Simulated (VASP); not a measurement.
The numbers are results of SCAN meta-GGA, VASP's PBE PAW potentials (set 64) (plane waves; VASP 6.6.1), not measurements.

VASP input:

File KPOINTS:
```
Automatic mesh
0
Gamma
8 8 8
0 0 0
```

INCAR:
```
SYSTEM = NaBr
PREC = Accurate; ENCUT = 520; LREAL = F
LASPH = T
EDIFF = 1E-7; NELM = 100; ALGO = Normal
LMAXMIX = 4; LMIXTAU = T
ISMEAR = 0; SIGMA = 0.05
METAGGA = SCAN
ISIF = 2
LWAVE = F; LCHARG = F
```

### POSCAR
```
NaBr
1
    0.0000000000     3.0106057116     3.0106057116
    3.0106057116     0.0000000000     3.0106057116
    3.0106057116     3.0106057116     0.0000000000
Na Br
1 1
Direct
  0.0000000000   0.0000000000   0.0000000000
  0.5000000000   0.5000000000   0.5000000000
```

POTCAR, in this order: Na_pv Br (PBE.64 set). Program: vasp_std.

What VASP printed:

OSZICAR:
```
       N       E                     dE             d eps       ncg     rms          rms(c)
DAV:   1     0.714299101365E+02    0.71430E+02   -0.73542E+03   638   0.122E+03
DAV:   2    -0.210864063572E+02   -0.92516E+02   -0.86376E+02   747   0.262E+02
DAV:   3    -0.287903175429E+02   -0.77039E+01   -0.76604E+01   776   0.769E+01
DAV:   4    -0.289501797003E+02   -0.15986E+00   -0.15974E+00   710   0.126E+01
DAV:   5    -0.289527517308E+02   -0.25720E-02   -0.25718E-02   771   0.155E+00    0.159E+00
DAV:   6    -0.269120960088E+02    0.20407E+01   -0.53561E-01   668   0.915E+00    0.131E+00
DAV:   7    -0.269315588844E+02   -0.19463E-01   -0.32258E-01   644   0.790E+00    0.303E-01
DAV:   8    -0.271352597020E+02   -0.20370E+00   -0.21626E-01   638   0.586E+00    0.404E-01
DAV:   9    -0.269944100742E+02    0.14085E+00   -0.13584E-01   638   0.416E+00    0.134E-01
DAV:  10    -0.270956909526E+02   -0.10128E+00   -0.98333E-02   638   0.359E+00    0.137E-01
DAV:  11    -0.271407497493E+02   -0.45059E-01   -0.23228E-02   638   0.189E+00    0.557E-02
DAV:  12    -0.271407973352E+02   -0.47586E-04   -0.16343E-04   764   0.151E-01    0.514E-02
DAV:  13    -0.271403710524E+02    0.42628E-03   -0.27923E-04   644   0.215E-01    0.646E-02
DAV:  14    -0.271411274999E+02   -0.75645E-03   -0.81470E-04   638   0.406E-01    0.641E-02
DAV:  15    -0.271412052174E+02   -0.77718E-04   -0.23561E-03   638   0.569E-01    0.260E-01
DAV:  16    -0.271413581339E+02   -0.15292E-03   -0.58108E-04   638   0.341E-01    0.377E-01
DAV:  17    -0.271417664344E+02   -0.40830E-03   -0.18105E-04   638   0.174E-01    0.399E-01
DAV:  18    -0.271422723581E+02   -0.50592E-03   -0.37826E-04   650   0.142E-01    0.532E-01
DAV:  19    -0.271422518615E+02    0.20497E-04   -0.43391E-06   719   0.217E-02    0.528E-01
DAV:  20    -0.271412716300E+02    0.98023E-03   -0.16401E-03   638   0.377E-01    0.258E-01
DAV:  21    -0.271410250353E+02    0.24659E-03   -0.20884E-04   638   0.115E-01    0.155E-01
DAV:  22    -0.271409808640E+02    0.44171E-04   -0.23804E-04   638   0.129E-01    0.981E-02
DAV:  23    -0.271408982335E+02    0.82631E-04   -0.43770E-05   638   0.740E-02    0.113E-01
DAV:  24    -0.271408464025E+02    0.51831E-04   -0.62240E-06   644   0.327E-02    0.101E-01
DAV:  25    -0.271409976934E+02   -0.15129E-03   -0.19461E-04   638   0.197E-01    0.509E-02
DAV:  26    -0.271408615004E+02    0.13619E-03   -0.17763E-04   638   0.185E-01    0.248E-02
DAV:  27    -0.271409300907E+02   -0.68590E-04   -0.23984E-05   638   0.699E-02    0.104E-02
DAV:  28    -0.271409319511E+02   -0.18605E-05   -0.16969E-05   638   0.633E-02    0.321E-03
DAV:  29    -0.271409381998E+02   -0.62487E-05   -0.10729E-05   638   0.495E-02    0.913E-04
DAV:  30    -0.271409362996E+02    0.19002E-05   -0.11316E-06   638   0.149E-02    0.964E-04
DAV:  31    -0.271409368643E+02   -0.56474E-06   -0.14110E-07   656   0.410E-03    0.670E-04
DAV:  32    -0.271409362942E+02    0.57010E-06   -0.19424E-08   553   0.200E-03    0.357E-04
DAV:  33    -0.271409363917E+02   -0.97444E-07   -0.43669E-09   334   0.101E-03
   1 F= -.27140936E+02 E0= -.27140936E+02  d E =-.930978E-17
```

File OUTCAR:
```
------------------------ aborting loop because EDIFF is reached ----------------------------------------
  FORCE on cell =-STRESS in cart. coord.  units (eV):
  Direction    XX          YY          ZZ          XY          YZ          ZX
  --------------------------------------------------------------------------------------
  Total       -0.3896122     -0.3896122     -0.3896122     -0.0000000     -0.0000000      0.0000000
  in kB      -11.4380360    -11.4380360    -11.4380360     -0.0000000     -0.0000000      0.0000000
  external PRESSURE =     -11.4380360 kB  Pullay stress =       0.0000000 kB
  volume of cell :       54.57
      direct lattice vectors                 reciprocal lattice vectors
     0.000000000  3.010605712  3.010605712    -0.166079536  0.166079536  0.166079536
     3.010605712  0.000000000  3.010605712     0.166079536 -0.166079536  0.166079536
     3.010605712  3.010605712  0.000000000     0.166079536  0.166079536 -0.166079536
 POSITION                                       TOTAL-FORCE (eV/Angst)
 -----------------------------------------------------------------------------------
      0.00000      0.00000      0.00000         0.000000      0.000000      0.000000
      3.01061      3.01061      3.01061         0.000000      0.000000     -0.000000
 -----------------------------------------------------------------------------------
    total drift:                                0.000000     -0.000000     -0.000000
  FREE ENERGIE OF THE ION-ELECTRON SYSTEM (eV)
  ---------------------------------------------------
  free  energy   TOTEN  =       -27.1409363917 eV

  energy  without entropy=      -27.1409363917  energy(sigma->0) =      -27.14093639
```
(Selected blocks of OUTCAR.)

The compound is NaBr in the rock salt structure. This cell is one point of a volume scan, at 1.06 of the reference volume.
